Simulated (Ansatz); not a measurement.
**Effect of tensor shear ε_yz = −1.00 % on LaAlO3**

The parent structure is LaAlO$_{3}$ (space group R-3c, No. 167; a = 5.413 Å, c = 13.193 Å (hexagonal axes)). Axes: x lies along a and z along c of the hexagonal cell.

Modification: a pure shear with ε_yz = ε_zy = -0.0100, atoms relaxed at fixed cell.

All numbers come from DFT with PBE, PAW potentials and a 420 eV plane-wave cutoff in Ansatz (a quantum-chemistry and plane-wave program), no spin-orbit coupling. Γ-centred 8×8×8 mesh, Fermi–Dirac width 0.05 eV.

| quantity | base | changed | shift |
|---|---|---|---|
| volume per atom | 11.16 Å³ | 11.16 Å³ | 0.00 Å³ |
| space group | R-3c (No. 167) | C2/c (No. 15) | – |
| shortest interatomic distance | 1.922 Å | 1.908 Å | -0.0146 Å |
| energy relative to the base (free energy F) | 0 meV/atom | +1.5 meV/atom | +1.5 meV/atom |
| pressure (mean of the normal stresses, compression positive) | 0.00 GPa | 0.06 GPa | +0.06 GPa |
| band gap | 4.02 eV | 3.81 eV | -0.218 eV |
| gap character | – | indirect, L₂ → Γ | – |
| smallest direct gap | 4.08 eV | 3.89 eV | -0.183 eV |
| largest internal atomic displacement | – | 0.056 Å | – |
| stress (xx, yy, zz, yz, xz, xy; compression positive) | – | (0.75, -0.70, 0.14, 2.13, 0.00, 0.00) GPa | – |

The cells carry an imposed strain or load. No phonon test of stability was made. k-point labels follow each cell's own Brillouin zone.
